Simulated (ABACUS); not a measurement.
# MgTe (F-43m) in ABACUS: further runs

One crystal, MgTe, is run at these levels: PBE; tasks: equation of state.

Program: ABACUS 3.10.1. These are calculated values, not measurements. Logs are shortened: lines on timing, memory, paths and dates and some standing lists are left out, and cuts for length are marked.

## (1) Starting point

Symmetry: F-43m, No. 216, cubic system. The conventional cell has a = 6.464 Å, b = 6.464 Å, c = 6.464 Å, α = 90.00°, β = 90.00°, γ = 90.00°. Te (site symmetry -43m) has 4 Mg at 2.80 Å as nearest neighbours. Around Mg (site symmetry -43m) lie 4 Te at 2.80 Å.

The cell comes from a database or a generator and needn't be the stable form of this composition.

## (2) Equation of state, PBE, 31.74 Å³/atom (volume scaled by 0.94)

The input, INPUT:

```
INPUT_PARAMETERS
suffix              MgTe
calculation         scf
basis_type          lcao
pseudo_dir          ./
orbital_dir         ./
symmetry            1
dft_functional      pbe
ecutwfc             100
pseudo_rcut         10
nspin               1
nbands              14
ks_solver           genelpa
smearing_method     fd
smearing_sigma      0.00367493
scf_thr             1e-07
scf_nmax            100
mixing_type         broyden
mixing_beta         0.7
cal_force           1
cal_stress          1
out_mul             1
```

The input, STRU:

```
ATOMIC_SPECIES
Te 127.6000 Te.upf
Mg 24.3050 Mg.upf

NUMERICAL_ORBITAL
Te_confined-atom_8au_1s1p1d.orb
Mg_confined-atom_8au_2s1p.orb

LATTICE_CONSTANT
1.8897261246

LATTICE_VECTORS
0.0000000000 3.1660211513 3.1660211513
3.1660211513 0.0000000000 3.1660211513
3.1660211513 3.1660211513 0.0000000000

ATOMIC_POSITIONS
Direct

Te
0.0
1
0.2500000000 0.2500000000 0.2500000000 1 1 1

Mg
0.0
1
0.0000000000 0.0000000000 0.0000000000 1 1 1
```

The input, KPT:

```
K_POINTS
0
Gamma
7 7 7 0 0 0
```

Potentials or basis: PseudoDojo NC SR 0.4.1 PBE standard, SZ LCAO (the cutoffs set its grid).

Launch:

```sh
> OMP_NUM_THREADS=1 mpirun -np 4 abacus > log
```

running log:

```text
ABACUS v3.10.1

               Atomic-orbital Based Ab-initio Computation at UStc

 ------------------------------------------------------------------------------------

 READING GENERAL INFORMATION
                           global_out_dir = OUT.MgTe/
                           global_in_card = INPUT
                               pseudo_dir = ./
[... 8 lines left out ...]

 READING ATOM TYPE 1
                               atom label = Te
                      L=0, number of zeta = 1
                      L=1, number of zeta = 1
                      L=2, number of zeta = 1
             number of atom for this type = 1

 READING ATOM TYPE 2
                               atom label = Mg
                      L=0, number of zeta = 2
                      L=1, number of zeta = 1
             number of atom for this type = 1

                        TOTAL ATOM NUMBER = 2
DIRECT COORDINATES
    atom                   x                   y                   z     mag                  vx                  vy                  vz
taud_Te1            0.2500000000        0.2500000000        0.2500000000  0.0000        0.0000000000        0.0000000000        0.0000000000
taud_Mg1            0.0000000000        0.0000000000        0.0000000000  0.0000        0.0000000000        0.0000000000        0.0000000000

                          Volume (Bohr^3) = 428.32
                             Volume (A^3) = 63.4704

 Lattice vectors: (Cartesian coordinate: in unit of a_0)
                   +0            +3.16602            +3.16602
             +3.16602                  +0            +3.16602
             +3.16602            +3.16602                  +0
 Reciprocal vectors: (Cartesian coordinate: in unit of 2 pi/a_0)
            -0.157927           +0.157927           +0.157927
            +0.157927           -0.157927           +0.157927
            +0.157927           +0.157927           -0.157927
 The esolver type has been set to : ksdft_lcao

                PAO radial cut off (Bohr) = 10

 Read in pseudopotential file is Te.upf
                     pseudopotential type = NC
          exchange-correlation functional = PBE
                 nonlocal core correction = 1
                        valence electrons = 16
                                     lmax = 2
                           number of zeta = 3
[... 7 lines left out ...]
                PAO radial cut off (Bohr) = 10

 Read in pseudopotential file is Mg.upf
                     pseudopotential type = NC
          exchange-correlation functional = PBE
                 nonlocal core correction = 0
                        valence electrons = 10
                                     lmax = 1
                           number of zeta = 3
                     number of projectors = 4
                           L of projector = 0
                           L of projector = 0
                           L of projector = 1
                           L of projector = 1
     initial pseudo atomic orbital number = 14

 SETUP THE ELECTRONS NUMBER
            electron number of element Te = 16
      total electron number of element Te = 16
            electron number of element Mg = 10
      total electron number of element Mg = 10
            AUTOSET number of electrons:  = 26
                           occupied bands = 13
                                   NLOCAL = 14
                                   NBANDS = 14
                                   NBANDS = 14
                                   NLOCAL = 14

%%%%%%%%%%%%%%%%%%%%%%%%%%%%%%%%%%%%%%%%%%%%%%%%%%%%%%%%%%%%%%%%%%%%%%%%%%%%%%%%%%%%%%%%%%%%%%%%%%%%%%%%%%
 Warning: the number of valence electrons in pseudopotential > 6 for Te: [Kr] 4d10 5s2 5p4
 Warning: the number of valence electrons in pseudopotential > 2 for Mg: [Ne] 3s2
 Pseudopotentials with additional electrons can yield (more) accurate outcomes, but may be less efficient.
 If you're confident that your chosen pseudopotential is appropriate, you can safely ignore this warning.
%%%%%%%%%%%%%%%%%%%%%%%%%%%%%%%%%%%%%%%%%%%%%%%%%%%%%%%%%%%%%%%%%%%%%%%%%%%%%%%%%%%%%%%%%%%%%%%%%%%%%%%%%%

 SETUP THE PLANE WAVE BASIS
 energy cutoff for charge/potential (unit:Ry) = 400
            fft grid for charge/potential = [ 54, 54, 54 ]
                        fft grid division = [ 2, 2, 2 ]
        big fft grid for charge/potential = [ 27, 27, 27 ]
                                     nbxx = 5103
                                     nrxx = 40824

 SETUP PLANE WAVES FOR CHARGE/POTENTIAL
                    number of plane waves = 57655
                         number of sticks = 1969

 PARALLEL PW FOR CHARGE/POTENTIAL
     PROC   COLUMNS(POT)             PW
        1            493          14414
        2            491          14414
        3            492          14414
        4            493          14413
 --------------- sum -------------------
        4           1969          57655
[... 70 lines left out ...]

[... K-POINTS DIRECT COORDINATES: 20 rows ...]

 SETUP PLANE WAVES FOR WAVE FUNCTIONS
     energy cutoff for wavefunc (unit:Ry) = 100
              fft grid for wave functions = [ 54, 54, 54 ]
                    number of plane waves = 8873
                         number of sticks = 571

 PARALLEL PW FOR WAVE FUNCTIONS
     PROC   COLUMNS(POT)             PW
        1            144           2218
        2            143           2219
        3            142           2218
        4            142           2218
 --------------- sum -------------------
        4            571           8873

 SET NONLOCAL PSEUDOPOTENTIAL PROJECTORS
[... 6 lines left out ...]

 SETUP SEARCHING RADIUS FOR PROGRAM TO SEARCH ADJACENT ATOMS
                  longest orb rcut (Bohr) = 8
   longest nonlocal projector rcut (Bohr) = 2.3
                     search radius (Bohr) = 20.6
              searching radius is (Bohr)) = 20.6
         searching radius unit is (Bohr)) = 1.89
                         PeriodicBoundary = 1
                        Radius(unit:lat0) = 10.9
                                   glayer = [ 4, 4, 4 ]
                             glayer_minus = [ 3, 3, 3 ]

Find the coordinate range of the input atom(unit:lat0).
                                  min_tau = [ -19, -19, -19 ]
                                  max_tau = [ 20.6, 20.6, 20.6 ]
                                BoxNumber = [ 7, 7, 7 ]

 SETUP EXTENDED REAL SPACE GRID FOR GRID INTEGRATION
                          real space grid = [ 54, 54, 54 ]
                 big cell numbers in grid = [ 27, 27, 27 ]
             meshcell numbers in big cell = [ 2, 2, 2 ]
                        extended fft grid = [ 32, 32, 32 ]
                dimension of extened grid = [ 92, 92, 92 ]
                            UnitCellTotal = 125
              Atom number in sub-FFT-grid = 2
    Local orbitals number in sub-FFT-grid = 14
                                ParaV.nnr = 3051
                                 init_chg = atomic

 LCAO ALGORITHM --------------- ION=   1  ELEC=   1--------------------------------

 Density error is 0.0670947679847
----------------------------------------------------------
     Energy           Rydberg                 eV
----------------------------------------------------------
 E_KohnSham     -328.4620239717      -4468.9551026276
 E_Harris       -326.6347803831      -4444.0941781881
 E_Fermi        0.4957754874         6.7453715568
----------------------------------------------------------
[... 69 lines left out ...]
 Density error is 7.38856268487e-08
----------------------------------------------------------
     Energy           Rydberg                 eV
----------------------------------------------------------
 E_KohnSham     -328.4625031985      -4468.9616228425
 E_KS(sigma->0) -328.4625031985      -4468.9616228425
 E_Harris       -328.4625006291      -4468.9615878848
 E_band         -46.3318565606       -630.3772481431
 E_one_elec     -215.1571972667      -2927.3638485374
 E_Hartree      109.9448502820       1495.8764295925
 E_xc           -65.3980826107       -889.7865617803
 E_Ewald        -157.8520736031      -2147.6876421172
 E_entropy(-TS) -0.0000000000        -0.0000000001
 E_descf        0.0000000000         0.0000000000
 E_exx          0.0000000000         0.0000000000
 E_Fermi        0.5510589600         7.4975417900
----------------------------------------------------------

 charge density convergence is achieved
 final etot is -4468.9616228 eV
 EFERMI = 7.49754179 eV

 STATE ENERGY(eV) AND OCCUPATIONS    NSPIN == 1
 1/20 kpoint (Cartesian) = 0.0000 0.0000 0.0000 (1807 pws)
       1       -71.8260     0.00583090
       2       -38.5413     0.00583090
       3       -38.5413     0.00583090
       4       -38.5413     0.00583090
       5       -27.5100     0.00583090
       6       -27.5100     0.00583090
       7       -27.5100     0.00583090
       8       -27.4903     0.00583090
       9       -27.4903     0.00583090
      10       -4.36314     0.00583090
      11        6.20549     0.00583090
      12        6.20549     0.00583090
      13        6.20549     0.00583090
      14        8.42448    5.18154e-11
[... 66 lines left out ...]
       1       -71.8260       0.139942
       2       -38.5414       0.139942
       3       -38.5413       0.139942
       4       -38.5413       0.139942
       5       -27.5106       0.139942
       6       -27.5097       0.139942
       7       -27.5096       0.139942
       8       -27.4903       0.139942
       9       -27.4901       0.139942
      10       -3.88562       0.139942
      11        3.73726       0.139942
      12        5.67183       0.139942
      13        5.69111       0.139942
      14        10.7257    1.27858e-29

[... levels at 14 further k points ...]

 correction force for each atom along direction 1 is 0.0934384
 correction force for each atom along direction 2 is 0.0341351
 correction force for each atom along direction 3 is 0.0407854
------------------------------------------------------------------------------------------
 TOTAL-FORCE (eV/Angstrom)
------------------------------------------------------------------------------------------
                       Te1         0.0000000000         0.0000000000         0.0000000000
                       Mg1         0.0000000000         0.0000000000         0.0000000000
------------------------------------------------------------------------------------------

----------------------------------------------------------------
 TOTAL-STRESS (KBAR)
----------------------------------------------------------------
        52.6188135239         0.0000000000         0.0000000000
         0.0000000000        52.6188135239         0.0000000000
         0.0000000000         0.0000000000        52.6188135239
----------------------------------------------------------------
 TOTAL-PRESSURE: 52.618814 KBAR

 --------------------------------------------
 !FINAL_ETOT_IS -4468.9616228425220470 eV
 --------------------------------------------
```

It took 3 s on 4 MPI ranks of Intel Xeon at 2.80GHz (Skylake/Cascade Lake), shared host; peak memory 0.36 GiB.

These settings aren't checked as converged: the numbers below hold their error.

What came out:

| Quantity | Value |
| --- | --- |
| Free energy | -4468.9616 eV |
| Pressure | 5.3 GPa |
| Band gap on the k mesh | 2.22 eV, direct |
| Mulliken charges | Te -1.13; Mg +1.13 e |

Caveat: the atomic orbitals were generated for these runs and aren't a published set; Mulliken charges move with the basis; spin-orbit coupling is left out, which moves the levels of the heavy elements; the basis of atomic orbitals isn't converged, which shifts pressures, moduli and gaps.

## (3) Equation of state, PBE, 32.41 Å³/atom (volume scaled by 0.96)

INPUT is that of step 2.

STRU: that of step 2 with these lines changed.

```diff
@@ -12,5 +12,5 @@
 LATTICE_VECTORS
-0.0000000000 3.1660211513 3.1660211513
-3.1660211513 0.0000000000 3.1660211513
-3.1660211513 3.1660211513 0.0000000000
+0.0000000000 3.1883178095 3.1883178095
+3.1883178095 0.0000000000 3.1883178095
+3.1883178095 3.1883178095 0.0000000000
```

KPT is that of step 2.

Potentials or basis: PseudoDojo NC SR 0.4.1 PBE standard, SZ LCAO (the cutoffs set its grid).

Launch:

```sh
> OMP_NUM_THREADS=1 mpirun -np 4 abacus > log
```

It took 2.7 s on 4 MPI ranks of Intel Xeon at 2.80GHz (Skylake/Cascade Lake), shared host; peak memory 0.36 GiB.

These settings aren't checked as converged: the numbers below hold their error.

Results:

```yaml
Free_energy: -4469.0017 eV
Pressure: 4.3 GPa
Band_gap_on_the_k_mesh: 2.08 eV, direct
Mulliken_charges: Te -1.12; Mg +1.12 e
```

Caveat: the atomic orbitals were generated for these runs and aren't a published set; Mulliken charges move with the basis; spin-orbit coupling is left out, which moves the levels of the heavy elements; the basis of atomic orbitals isn't converged, which shifts pressures, moduli and gaps.

## (4) Equation of state, PBE, 33.09 Å³/atom (volume scaled by 0.98)

INPUT is that of step 3.

STRU: that of step 3 with these lines changed.

```diff
@@ -12,5 +12,5 @@
 LATTICE_VECTORS
-0.0000000000 3.1883178095 3.1883178095
-3.1883178095 0.0000000000 3.1883178095
-3.1883178095 3.1883178095 0.0000000000
+0.0000000000 3.2103069030 3.2103069030
+3.2103069030 0.0000000000 3.2103069030
+3.2103069030 3.2103069030 0.0000000000
```

KPT is that of step 3.

Launch:

```sh
> OMP_NUM_THREADS=1 mpirun -np 4 abacus > log
```

Run time: 2.6 s. Hardware: 4 MPI ranks of Intel Xeon at 2.80GHz (Skylake/Cascade Lake), shared host; peak memory 0.4 GiB.

The run converged, but some of its settings lie outside the range that counts as converged, so its numbers aren't taken as properties of the crystal.

Results:

```yaml
Free_energy: -4469.0335 eV
Pressure: 3.4 GPa
Band_gap_on_the_k_mesh: 1.94 eV, direct
Mulliken_charges: Te -1.11; Mg +1.11 e
```

Caveat: the atomic orbitals were generated for these runs and aren't a published set; Mulliken charges move with the basis; spin-orbit coupling is left out, which moves the levels of the heavy elements; the basis of atomic orbitals isn't converged, which shifts pressures, moduli and gaps.

## (5) Equation of state, PBE, 33.76 Å³/atom

INPUT is that of step 4.

STRU: that of step 4 with these lines changed.

```diff
@@ -12,5 +12,5 @@
 LATTICE_VECTORS
-0.0000000000 3.2103069030 3.2103069030
-3.2103069030 0.0000000000 3.2103069030
-3.2103069030 3.2103069030 0.0000000000
+0.0000000000 3.2319988239 3.2319988239
+3.2319988239 0.0000000000 3.2319988239
+3.2319988239 3.2319988239 0.0000000000
```

KPT is that of step 4.

Launch:

```sh
> OMP_NUM_THREADS=1 mpirun -np 4 abacus > log
```

Wall time 2.7 s (4 MPI ranks of Intel Xeon at 2.80GHz (Skylake/Cascade Lake), shared host); peak memory 0.4 GiB.

The run converged, but some of its settings lie outside the range that counts as converged, so its numbers aren't taken as properties of the crystal.

What came out:

| Item | Value |
| --- | --- |
| Free energy | -4469.0581 eV |
| Pressure | 2.5 GPa |
| Band gap on the k mesh | 1.82 eV, direct |
| Mulliken charges | Te -1.10; Mg +1.10 e |

Caveat: the atomic orbitals were generated for these runs and aren't a published set; Mulliken charges move with the basis; spin-orbit coupling is left out, which moves the levels of the heavy elements; the basis of atomic orbitals isn't converged, which shifts pressures, moduli and gaps.

## (6) Equation of state, PBE, 34.44 Å³/atom (volume scaled by 1.02)

INPUT is that of step 5.

STRU: that of step 5 with these lines changed.

```diff
@@ -12,5 +12,5 @@
 LATTICE_VECTORS
-0.0000000000 3.2319988239 3.2319988239
-3.2319988239 0.0000000000 3.2319988239
-3.2319988239 3.2319988239 0.0000000000
+0.0000000000 3.2534034134 3.2534034134
+3.2534034134 0.0000000000 3.2534034134
+3.2534034134 3.2534034134 0.0000000000
```

KPT is that of step 5.

Potentials or basis: PseudoDojo NC SR 0.4.1 PBE standard, SZ LCAO (the cutoffs set its grid).

Launch:

```sh
> OMP_NUM_THREADS=1 mpirun -np 4 abacus > log
```

Run time: 2.8 s. Hardware: 4 MPI ranks of Intel Xeon at 2.80GHz (Skylake/Cascade Lake), shared host; peak memory 0.36 GiB.

The run converged, but some of its settings lie outside the range that counts as converged, so its numbers aren't taken as properties of the crystal.

Results:

* Free energy: -4469.0766 eV
* Pressure: 1.8 GPa
* Band gap on the k mesh: 1.69 eV, direct
* Mulliken charges: Te -1.09; Mg +1.09 e

Caveat: the atomic orbitals were generated for these runs and aren't a published set; Mulliken charges move with the basis; spin-orbit coupling is left out, which moves the levels of the heavy elements; the basis of atomic orbitals isn't converged, which shifts pressures, moduli and gaps.

## (7) Equation of state, PBE, 35.11 Å³/atom (volume scaled by 1.04)

INPUT is that of step 6.

STRU: that of step 6 with these lines changed.

```diff
@@ -12,5 +12,5 @@
 LATTICE_VECTORS
-0.0000000000 3.2534034134 3.2534034134
-3.2534034134 0.0000000000 3.2534034134
-3.2534034134 3.2534034134 0.0000000000
+0.0000000000 3.2745300016 3.2745300016
+3.2745300016 0.0000000000 3.2745300016
+3.2745300016 3.2745300016 0.0000000000
```

KPT is that of step 6.

Launch:

```sh
> OMP_NUM_THREADS=1 mpirun -np 4 abacus > log
```

Wall time 2.6 s (4 MPI ranks of Intel Xeon at 2.80GHz (Skylake/Cascade Lake), shared host); peak memory 0.36 GiB.

These settings aren't checked as converged: the numbers below hold their error.

What came out:

```
Free energy            : -4469.0887 eV
Pressure               : 1.1 GPa
Band gap on the k mesh : 1.58 eV, direct
Mulliken charges       : Te -1.08; Mg +1.08 e
```

Caveat: the atomic orbitals were generated for these runs and aren't a published set; Mulliken charges move with the basis; spin-orbit coupling is left out, which moves the levels of the heavy elements; the basis of atomic orbitals isn't converged, which shifts pressures, moduli and gaps.

## (8) Equation of state, PBE, 35.79 Å³/atom (volume scaled by 1.06)

INPUT is that of step 7.

STRU: that of step 7 with these lines changed.

```diff
@@ -12,5 +12,5 @@
 LATTICE_VECTORS
-0.0000000000 3.2745300016 3.2745300016
-3.2745300016 0.0000000000 3.2745300016
-3.2745300016 3.2745300016 0.0000000000
+0.0000000000 3.2953874429 3.2953874429
+3.2953874429 0.0000000000 3.2953874429
+3.2953874429 3.2953874429 0.0000000000
```

KPT is that of step 7.

Launch:

```sh
> OMP_NUM_THREADS=1 mpirun -np 4 abacus > log
```

Run time: 2.8 s. Hardware: 4 MPI ranks of Intel Xeon at 2.80GHz (Skylake/Cascade Lake), shared host; peak memory 0.4 GiB.

These settings aren't checked as converged: the numbers below hold their error.

What came out:

| Quantity | Value |
| --- | --- |
| Free energy | -4469.0957 eV |
| Pressure | 0.5 GPa |
| Band gap on the k mesh | 1.47 eV, direct |
| Mulliken charges | Te -1.07; Mg +1.07 e |

Caveat: the atomic orbitals were generated for these runs and aren't a published set; Mulliken charges move with the basis; spin-orbit coupling is left out, which moves the levels of the heavy elements; the basis of atomic orbitals isn't converged, which shifts pressures, moduli and gaps.

## (9) Equation of state, PBE

Potentials or basis: PseudoDojo NC SR 0.4.1 PBE standard, SZ LCAO (the cutoffs set its grid).

This step only gathers the single runs of the series.

These settings aren't checked as converged: the numbers below hold their error.

Results:

```
Equilibrium volume : 36.44 Å³/atom (rough: see the caveat)
Bulk modulus       : 28 GPa (rough)
```

Caveat: the atomic orbitals were generated for these runs and aren't a published set; the minimum lies outside the volumes run; the basis of atomic orbitals isn't converged, which shifts pressures, moduli and gaps.
